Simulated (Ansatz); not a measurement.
## Contact densities of ZrO2 against volume

```xyz
6
Lattice="3.5961 0.0000 0.0000 0.0000 3.5961 0.0000 0.0000 0.0000 5.1770" Properties=species:S:1:pos:R:3 pbc="T T T"
Zr    0.0000    0.0000    0.0000
Zr    1.7980    1.7980    2.5885
O     0.0000    1.7980    1.0509
O     0.0000    1.7980    3.6394
O     1.7980    0.0000    1.5376
O     1.7980    0.0000    4.1261
```

Atom numbers follow the list: Zr1, Zr2, O3, O4, O5, O6.

The conventional cell has a = 3.596 Å, b = 3.596 Å, c = 5.177 Å, α = 90.00°, β = 90.00°, γ = 90.00°. Zr (atom 1) has 8 O at 2.08 to 2.37 Å as nearest neighbours. O (atom 3) is surrounded by 4 Zr at 2.08 to 2.37 Å.

The cell comes from COD entry 2300612, which wasn't checked; take it as a given geometry.

All numbers below come from Ansatz 0.2.0, DFT, PBE, all-electron PAW with datasets made for the crystal, scalar-relativistic.

The runs use a Γ-centred 6×6×4 k mesh, Fermi–Dirac smearing of 0.01 eV, cutoff 400 eV (chosen by the program for this cell), no spin polarisation.

The contact density is the mean electron density over the nuclear volume; its changes follow the s electrons' response to bonding and compression. Changes below are taken from the unscaled cell, where it is 490595 e/Å³ at Zr1, 2157.28 e/Å³ at O3.

Volumes at which the program chose other datasets or cutoffs are left out.

```
V/V(cell)  P (GPa)  Δρ(0) Zr1 (e/Å³)  Δρ(0) O3 (e/Å³)  Vzz Zr1 (10²¹ V/m²)  Vzz O3 (10²¹ V/m²)
   0.9600     16.4              1.01            -0.13                    ?                1.07
   0.9800     10.5              0.49            -0.07                 4.92                   ?
   0.9900      7.8              0.24            -0.03                 4.87                0.94
   1.0000      5.2              0.00             0.00                 4.82                0.90
   1.0100      2.8             -0.24             0.03                 4.78                   ?
   1.0200      0.5             -0.47             0.07                 4.73                0.81
```

Q: Give the missing entry: row "1.0100", column "Vzz O3 (10²¹ V/m²)".

A: 0.86.

Q: What belongs in the row "0.9800", column "Vzz O3 (10²¹ V/m²)"?

A: 0.99.

Q: Give the missing entry: row "0.9600", column "Vzz Zr1 (10²¹ V/m²)".

A: 5.01.

The datasets are made afresh for each cell, so very small changes are uncertain.
